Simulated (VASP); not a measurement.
# Bi2Te3 (R3m) in VASP: single point with LDA

Aim: the single point of Bi2Te3 with LDA.

Everything below comes from runs of VASP 6.6.1. Logs are shortened: lines on timing, memory, paths and dates and some standing lists are left out, and cuts for length are marked.

## (1) Starting point

It takes space group R3m (No. 160, trigonal). Conventional cell: a = 4.417 Å, b = 4.417 Å, c = 29.840 Å, α = 90.00°, β = 90.00°, γ = 120.00°. Bi (site symmetry 3m) is surrounded by 3 Te at 3.03 Å and 3 Bi at 3.43 Å. Bi (site symmetry 3m) is surrounded by 3 Te at 3.27 Å and 3 Bi at 3.43 Å. Te (site symmetry 3m) is surrounded by 6 Te at 3.04 to 3.45 Å. Te (site symmetry 3m) is surrounded by 3 Bi at 3.03 Å and 3 Te at 3.45 Å. Te (site symmetry 3m) has 3 Te at 3.04 Å and 3 Bi at 3.27 Å as nearest neighbours.

Measurements of this composition are mostly on another form, of space group No. 166.

## (2) Single point, LDA

Input file INCAR:

```
SYSTEM = Bi2Te3
PREC = Accurate
ENCUT = 520
EDIFF = 1E-7
ISMEAR = 0
SIGMA = 0.1
LREAL = .FALSE.
LASPH = .TRUE.
NELM = 100
ALGO = Fast
ISIF = 2
LWAVE = .FALSE.
LCHARG = .TRUE.
LELF = .TRUE.
LVHAR = .TRUE.
NBANDS = 32
```

Input file KPOINTS:

```
Automatic mesh
0
G
  6 6 6
  0 0 0
```

Input file POSCAR:

```
Bi2Te3
1.0
    2.2085012539      1.2750787934      9.9466700000
   -2.2085012539      1.2750787934      9.9466700000
    0.0000000000     -2.5501575869      9.9466700000
Bi Te
2 3
Direct
    0.8120000000      0.8120000000      0.8120000000
    0.4020000000      0.4020000000      0.4020000000
    0.6110000000      0.6110000000      0.6110000000
    0.2000000000      0.2000000000      0.2000000000
    0.0000000000      0.0000000000      0.0000000000
```

Potentials or basis: VASP PAW LDA potentials, release 64 (Bi_d, Te).

Started as:

```bash
$ cat potpaw_LDA.64/Bi_d/POTCAR potpaw_LDA.64/Te/POTCAR > POTCAR
$ mpirun -np 1 vasp_std > vasp.out
```

OUTCAR:

```text
SYSTEM = Bi2Te3
   PREC = Accurate
   ENCUT = 520
   EDIFF = 1E-7
   ISMEAR = 0
   LREAL = .FALSE.
   LASPH = .TRUE.
   NELM = 100
   ISIF = 2

 ion  position               nearest neighbor table
   1  0.812  0.812  0.812-   4 3.03   4 3.03   4 3.03   2 3.43   2 3.43   2 3.43
   2  0.402  0.402  0.402-   5 3.27   5 3.27   5 3.27   1 3.43   1 3.43   1 3.43
   3  0.611  0.611  0.611-   5 3.04   5 3.04   5 3.04   4 3.45   4 3.45   4 3.45
   4  0.200  0.200  0.200-   1 3.03   1 3.03   1 3.03   3 3.45   3 3.45   3 3.45
   5  0.000  0.000  0.000-   3 3.04   3 3.04   3 3.04   2 3.27   2 3.27   2 3.27

  LATTYP: Found a trigonal (rhomboedric) cell.
 ALAT       =    10.2683761037
 COS(alpha) =     0.9074829532

  Lattice vectors:

 A1 = (   2.2085012539,   1.2750787934,   9.9466700000)
 A2 = (  -2.2085012539,   1.2750787934,   9.9466700000)
 A3 = (   0.0000000000,  -2.5501575869,   9.9466700000)

Analysis of symmetry for initial positions (statically):
=====================================================================
 Subroutine PRICEL returns:
 Original cell was already a primitive cell.

 Routine SETGRP: Setting up the symmetry group for a
 trigonal (rhombohedral) supercell.

 Subroutine GETGRP returns: Found  6 space group operations
 (whereof  6 operations were pure point group operations)
 out of a pool of 12 trial point group operations.

The static configuration has the point symmetry C_3v.

Analysis of symmetry for dynamics (positions and initial velocities):
=====================================================================
 Subroutine PRICEL returns:
 Original cell was already a primitive cell.

 Routine SETGRP: Setting up the symmetry group for a
 trigonal (rhombohedral) supercell.

 Subroutine GETGRP returns: Found  6 space group operations
 (whereof  6 operations were pure point group operations)
 out of a pool of 12 trial point group operations.

The dynamic configuration has the point symmetry C_3v.

 Subroutine INISYM returns: Found  6 space group operations
 (whereof  6 operations are pure point group operations),
 and found     1 'primitive' translations

----------------------------------------------------------------------------------------

                                     Primitive cell

  volume of cell :     168.0597

  direct lattice vectors                    reciprocal lattice vectors
[... 95 lines left out ...]
   EDIFFG = 0.1E-05   stopping-criterion for IOM
   NSW    =      0    number of steps for IOM
   IBRION =     -1    ionic relax: 0-MD 1-quasi-New 2-CG
   NFREE  =      0    steps in history (QN), initial steepest desc. (CG)
   ISIF   =      2    stress and relaxation
   ISYM   =      2    0-nonsym 1-usesym 2-fastsym
   POTIM  = 0.5000    time-step for ionic-motion
   TEBEG  =    0.0;   TEEND  =   0.0 temperature during run
   PSTRESS=    0.0 pullay stress
   NELECT =      48.0000    total number of electrons
   NUPDOWN=      -1.0000    fix difference up-down
   EMIN   =  10.00;   EMAX   =-10.00  energy-range for DOS
   EFERMI =   0.00;   METHOD = LEGACY
   ISMEAR =     0;   SIGMA  =   0.10  broadening in eV -4-tet -1-fermi 0-gaus
   EFERMI_NEDOS =   21; number of points for ismear=-14 and -15
   IALGO  =     68    algorithm
   IMIX   =      4    mixing-type and parameters
     AMIX     =   0.40;   BMIX     =  1.00
     AMIX_MAG =   1.60;   BMIX_MAG =  1.00
  volume/ion in A,a.u.               =      33.61       226.82
  Fermi-wavevector in a.u.,A,eV,Ry     =   1.078121  2.037353 15.814652  1.162344
  Thomas-Fermi vector in A             =   2.214051
   LORBIT       =      0    0 simple, 1 ext, 2 COOP (PROOUT), +10 PAW based schemes
   GGA     = CA    functional components
   LHFCALC =     F    Hartree Fock is set to
   AEXX    =    0.0000 exact exchange contribution
   IVDW    =     0    specifies the selected vdW correction
   LEPSILON=     F    determine dielectric tensor
   LRPA    =     F    only Hartree local field effects (RPA)
 non-spin polarized calculation
 RMM-DIIS sequential band-by-band and
 Gauss-broadening in eV      SIGMA  =   0.10
  energy-cutoff  :      520.00
  volume of cell :      168.06
 maximum number of plane-waves:      4552
 NGX is ok and might be reduce to    80
   NGX = 39   NGY = 39   NGZ = 39

 number of electron      48.0000001 magnetization

 Free energy of the ion-electron system (eV)
  ---------------------------------------------------
  ext. energy  EPLUGINS =         0.00000000
  ---------------------------------------------------
  free energy    TOTEN  =       -20.23858279 eV

  energy without entropy =      -20.22999409  energy(sigma->0) =      -20.23428844

 E-fermi :   6.2102     XC(G=0):  -9.6367

 val. band max:        6.1611714343   @ k =   0.0000   0.0000   0.0000
 cond. band min:       6.2185239537   @ k =   0.5000   0.3333   0.0000
 fundamental gap:      0.0573525194
 Fermi energy:         6.2101505496

 k-point     1 :       0.0000    0.0000    0.0000
  band No.  band energies     occupation
      1     -16.8292      2.00000
      2     -16.8292      2.00000
      3     -16.8005      2.00000
      4     -16.8005      2.00000
      5     -16.7962      2.00000
      6     -16.2237      2.00000
[... 829 lines left out ...]
     31      10.5710      0.00000
     32      11.3398      0.00000

 [... further k-points ...]

------------------------ aborting loop because EDIFF is reached ----------------------------------------

  FORCE on cell =-STRESS in cart. coord.  units (eV):
  Direction    XX          YY          ZZ          XY          YZ          ZX
  --------------------------------------------------------------------------------------
  -------------------------------------------------------------------------------------
  Total       -1.4906737     -1.4906737     -2.7161137      0.0000000      0.0000000      0.0000000
  in kB      -14.2111604    -14.2111604    -25.8937463      0.0000000      0.0000000      0.0000000
  external PRESSURE =     -18.1053557 kB  Pullay stress =       0.0000000 kB

 VOLUME and BASIS-vectors are now :
 -----------------------------------------------------------------------------
  energy-cutoff  :      520.00
  volume of cell :      168.06
      direct lattice vectors                 reciprocal lattice vectors
     2.208501254  1.275078793  9.946670000     0.226397879  0.130710876  0.033512053
    -2.208501254  1.275078793  9.946670000    -0.226397879  0.130710876  0.033512053
     0.000000000 -2.550157587  9.946670000     0.000000000 -0.261421753  0.033512053

 POSITION                                       TOTAL-FORCE (eV/Angst)
 -----------------------------------------------------------------------------------
      0.00000     -0.00000     24.23009         0.000000      0.000000     -0.769826
      0.00000     -0.00000     11.99568         0.000000      0.000000     -0.482105
      0.00000     -0.00000     18.23225         0.000000      0.000000     -0.653752
      0.00000     -0.00000      5.96800         0.000000     -0.000000      0.708631
      0.00000      0.00000      0.00000         0.000000     -0.000000      1.197052
 -----------------------------------------------------------------------------------
    total drift:                               -0.000000     -0.000000      0.000334

  FREE ENERGIE OF THE ION-ELECTRON SYSTEM (eV)
  ---------------------------------------------------
  free  energy   TOTEN  =       -20.2385827880 eV

  energy  without entropy=      -20.2299940859  energy(sigma->0) =      -20.23428844
```

OSZICAR:

```text
N       E                     dE             d eps       ncg     rms          rms(c)
DAV:   1     0.436243912195E+03    0.43624E+03   -0.21704E+04  2048   0.146E+03
DAV:   2     0.259285870909E+02   -0.41032E+03   -0.39447E+03  2136   0.379E+02
DAV:   3    -0.182924628359E+02   -0.44221E+02   -0.42380E+02  2624   0.137E+02
DAV:   4    -0.202325200897E+02   -0.19401E+01   -0.19259E+01  2304   0.309E+01
DAV:   5    -0.203213530446E+02   -0.88833E-01   -0.88823E-01  3064   0.655E+00    0.128E+01
RMM:   6    -0.202464780105E+02    0.74875E-01   -0.11340E-01  2318   0.171E+00    0.798E+00
RMM:   7    -0.202388775250E+02    0.76005E-02   -0.41116E-02  2658   0.136E+00    0.336E-01
RMM:   8    -0.202385281093E+02    0.34942E-03   -0.66320E-03  2950   0.676E-01    0.265E-01
RMM:   9    -0.202386194771E+02   -0.91368E-04   -0.21623E-03  3282   0.299E-01    0.210E-01
RMM:  10    -0.202385864509E+02    0.33026E-04   -0.38064E-04  2606   0.170E-01    0.895E-02
RMM:  11    -0.202385834891E+02    0.29618E-05   -0.14388E-04  3324   0.771E-02    0.315E-02
RMM:  12    -0.202385819708E+02    0.15184E-05   -0.29787E-05  3073   0.377E-02    0.197E-02
RMM:  13    -0.202385827356E+02   -0.76488E-06   -0.84476E-06  3565   0.167E-02    0.569E-03
RMM:  14    -0.202385827880E+02   -0.52344E-07   -0.93177E-07  2476   0.614E-03
   1 F= -.20238583E+02 E0= -.20234288E+02  d E =-.858870E-02
```

stdout:

```text
POSCAR found type information on POSCAR BiTe
 POSCAR found :  2 types and       5 ions
 scaLAPACK will be used
 LDA part: xc-table for (Slater(with rela. corr.)+CA(PZ))
 , standard interpolation
 POSCAR, INCAR and KPOINTS ok, starting setup
 FFT: planning ... GRIDC
 FFT: planning ... GRID_SOFT
 FFT: planning ... GRID
 WAVECAR not read
 entering main loop
```

Run time: 11 min. Hardware: 1 thread of AMD EPYC 9R45 (Zen 5), shared host; peak memory 0.69 GiB.

Results:

```
Free energy            : -20.2386 eV
Pressure               : -1.8 GPa
Largest force          : 1.197 eV/Å
Band gap on the k mesh : none (metal or under the smearing width)
```

Forces in eV/Å, atoms in the order of the input:
```
Bi   0.000  0.000 -0.770
Bi   0.000  0.000 -0.482
Te   0.000  0.000 -0.654
Te   0.000  0.000  0.709
Te   0.000  0.000  1.197
```

Stress tensor (GPa, compression positive):
```
-1.42  0.00  0.00
 0.00 -1.42  0.00
 0.00  0.00 -2.59
```

Caveat: spin-orbit coupling is left out, which moves the levels of the heavy elements; forces of over 1 eV/Å show positions far from the minimum, so gaps and moduli don't describe the material at rest.
